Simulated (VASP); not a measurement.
## VASP 6.6.1 run: MgF₂

INCAR

```
EDIFF = 1E-7
NELM = 97
ISIF = 2
SIGMA = 0.05
IBRION = -1
LASPH = .TRUE.
NBANDS = 25
LCHARG = .FALSE.
LWAVE = .FALSE.
NSW = 0
ENCUT = 200
PREC = Accurate
LREAL = .FALSE.
ISMEAR = 1
GGA = PE
```

KPOINTS

```
KPOINTS created by Atomic Simulation Environment
0
Gamma
6 6 8
0 0 0
```

POSCAR

```
Mg F
 1.0000000000000000
     4.5295756747000002    0.0000000000000000    0.0000000000000000
     0.0000000000000000    4.5295756747000002    0.0000000000000000
     0.0000000000000000    0.0000000000000000    3.0879243817000002
 Mg  F
   2   4
Cartesian
  0.0000000000000000  0.0000000000000000  0.0000000000000000
  2.2647878373500001  2.2647878373500001  1.5439621908499999
  1.3745506050730032  1.3745506050730032  0.0000000000000000
  0.8902372322769970  3.6393384424230031  1.5439621908499999
  3.6393384424230031  0.8902372322769970  1.5439621908499999
  3.1550250696269972  3.1550250696269972  0.0000000000000000
```

The recommended PBE PAW datasets give the neutral cell 32 valence electrons.

Command

```
mpirun -np 1 vasp_std
```

OSZICAR

```
N       E                     dE             d eps       ncg     rms          rms(c)
DAV:   1     0.666640086098E+02    0.66664E+02   -0.10770E+04  2934   0.562E+02
DAV:   2    -0.313973557496E+02   -0.98061E+02   -0.96267E+02  3075   0.183E+02
DAV:   3    -0.337371950598E+02   -0.23398E+01   -0.23358E+01  3169   0.274E+01
DAV:   4    -0.337421073936E+02   -0.49123E-02   -0.49117E-02  2943   0.136E+00
DAV:   5    -0.337421228720E+02   -0.15478E-04   -0.15476E-04  3122   0.722E-02    0.205E+01
DAV:   6    -0.305650133621E+02    0.31771E+01   -0.34026E+00  2895   0.124E+01    0.104E+01
DAV:   7    -0.303293836761E+02    0.23563E+00   -0.40093E-01  2695   0.437E+00    0.326E+00
DAV:   8    -0.303471973570E+02   -0.17814E-01   -0.43862E-02  2542   0.153E+00    0.122E-01
DAV:   9    -0.303475829097E+02   -0.38555E-03   -0.27703E-03  3141   0.315E-01    0.677E-02
DAV:  10    -0.303476522416E+02   -0.69332E-04   -0.17782E-04  2680   0.945E-02    0.760E-03
DAV:  11    -0.303476552816E+02   -0.30400E-05   -0.39912E-06  3204   0.132E-02    0.289E-03
DAV:  12    -0.303476560040E+02   -0.72243E-06   -0.84497E-07  2717   0.561E-03    0.951E-04
DAV:  13    -0.303476560056E+02   -0.15466E-08   -0.11163E-07  2334   0.231E-03
   1 F= -.30347656E+02 E0= -.30347663E+02  d E =0.201316E-04
```

Standard output (part)

```
POSCAR found type information on POSCAR MgF
 POSCAR found :  2 types and       6 ions
 LDA part: xc-table for (Slater+PW92), standard interpolation
 POSCAR, INCAR and KPOINTS ok, starting setup
 WAVECAR not read
 entering main loop
```

From OUTCAR

```
k-points           NKPTS =     50   k-points in BZ     NKDIM =     50   number of bands    NBANDS=     25

   NELECT =      32.0000    total number of electrons

   dimension x,y,z NGX =    24 NGY =   24 NGZ =   14
   dimension x,y,z NGXF=    48 NGYF=   48 NGZF=   28

  energy-cutoff  :      200.00
  volume of cell :       63.36
      direct lattice vectors                 reciprocal lattice vectors
     4.529575675  0.000000000  0.000000000     0.220771232  0.000000000  0.000000000
     0.000000000  4.529575675  0.000000000     0.000000000  0.220771232  0.000000000
     0.000000000  0.000000000  3.087924382     0.000000000  0.000000000  0.323842127

 k-points in reciprocal lattice and weights: KPOINTS created by Atomic Simulation Env
   0.00000000  0.00000000  0.00000000       0.003
   0.16666667  0.00000000  0.00000000       0.014
   0.33333333  0.00000000  0.00000000       0.014
   0.50000000  0.00000000  0.00000000       0.007
   0.16666667  0.16666667  0.00000000       0.014
   0.33333333  0.16666667  0.00000000       0.028
   0.50000000  0.16666667  0.00000000       0.014
   0.33333333  0.33333333  0.00000000       0.014
   ...

 E-fermi :  -1.1313

 k-point     1 :       0.0000    0.0000    0.0000
  band No.  band energies     occupation
      1     -23.7127      2.00000
      2     -22.8593      2.00000
      3     -22.8593      2.00000
      4     -22.8457      2.00000
      5      -6.1201      2.00000
      6      -4.6996      2.00000
      7      -3.9877      2.00000
      8      -3.9142      2.00000
      9      -3.9142      2.00000
     10      -3.2837      2.00000
     11      -3.0817      2.00000
     12      -3.0817      2.00000
     13      -2.4811      2.00000
     14      -2.4172      2.00000
     15      -2.4172      2.00000
     16      -1.3978      2.00000
     17       5.9360      0.00000
     18      11.3460      0.00000
     19      11.3460      0.00000
     20      12.7042      0.00000
     21      13.8628      0.00000
     22      15.9333      0.00000
     23      16.0026      0.00000
     24      18.7324      0.00000
     25      18.7968      0.00000

 k-point     2 :       0.1667    0.0000    0.0000
  band No.  band energies     occupation
      1     -23.5941      2.00000
      2     -22.8749      2.00000
      3     -22.8507      2.00000
      4     -22.8084      2.00000
      5      -5.8748      2.00000
      6      -4.3680      2.00000
      7      -4.2541      2.00000
      8      -4.1085      2.00000
      9      -3.6802      2.00000
     10      -3.2609      2.00000
     11      -3.0383      2.00000
     12      -2.9805      2.00000
     13      -2.4169      2.00000
     14      -2.3134      2.00000
     15      -2.2378      2.00000
     16      -1.3828      2.00000
     17       6.3621      0.00000
     18      10.9323      0.00000
     19      11.5404      0.00000
     20      12.8367      0.00000
     21      14.3114      0.00000
     22      15.8203      0.00000
     23      16.2910      0.00000
     24      18.3448      0.00000
     25      18.7669      0.00000

 ...

  Total     -135.9425517   -135.9425517   -135.6134720      0.0000000      0.0000000      0.0000000
  in kB    -3437.8292622  -3437.8292622  -3429.5072187      0.0000000      0.0000000      0.0000000
  external PRESSURE =   -3435.0552477 kB  Pullay stress =       0.0000000 kB

 POSITION                                       TOTAL-FORCE (eV/Angst)
 -----------------------------------------------------------------------------------
      0.00000      0.00000      0.00000         0.000000     -0.000000      0.000000
      2.26479      2.26479      1.54396         0.000000     -0.000000      0.000000
      1.37455      1.37455      0.00000         0.205712      0.205712      0.000000
      0.89024      3.63934      1.54396        -0.205712      0.205712      0.000000
      3.63934      0.89024      1.54396         0.205712     -0.205712      0.000000
      3.15503      3.15503      0.00000        -0.205712     -0.205712      0.000000
 -----------------------------------------------------------------------------------
    total drift:                                0.000000      0.000000      0.000000

  FREE ENERGIE OF THE ION-ELECTRON SYSTEM (eV)
  ---------------------------------------------------
  free  energy   TOTEN  =       -30.3476560056 eV

  energy  without entropy=      -30.3476761372  energy(sigma->0) =      -30.34766272
```

It converged. Results: gap between bands v and c on the k mesh 7.11 eV; least direct gap on the k mesh 7.33 eV; pressure -343.5 GPa; largest force 0.29 eV/Å. Band v is the last that the valence electrons fill when counted band by band, and c is the next.

These settings aren't sound, so the numbers aren't properties of the crystal.

On sound settings PBE gives a gap of 7.26 eV on its mesh and a pressure of 7.0 GPa for the intended cell.

The run took about 12 s on one core of a shared host (Intel Xeon Platinum 8488C) and held 0.13 GiB at most.
